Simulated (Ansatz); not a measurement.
CoSb3:
Space group Im-3 (No. 204); a = b = c = 8.985 Å, α = β = γ = 90.00°

| atom | site | symmetry | x | y | z |
|---|---|---|---|---|---|
| Co | 8c | .-3. | 0.2500 | 0.2500 | 0.2500 |
| Sb | 24g | m.. | 0.0000 | 0.3332 | 0.1597 |
(The calculation used a cell of 16 atoms; values per cell refer to that cell.)

This is the PBEsol-relaxed structure.

**Question.** All from the program Ansatz at the PBEsol level (PAW), unless another level is named. Predict the Young's modulus.

**Answer.** 156 GPa.

**Question.** Predict the elastic constants (relaxed ions, GPa).

**Answer.** C11 = 205, C12 = 42.7, C44 = 53.7.

The cell was relaxed with PBEsol under the symmetry of its start. The workflow began spin-polarised and lost its moments. Spin–orbit coupling is left out wherever it is not named.

Potentials: the later of the program's two PAW sets.
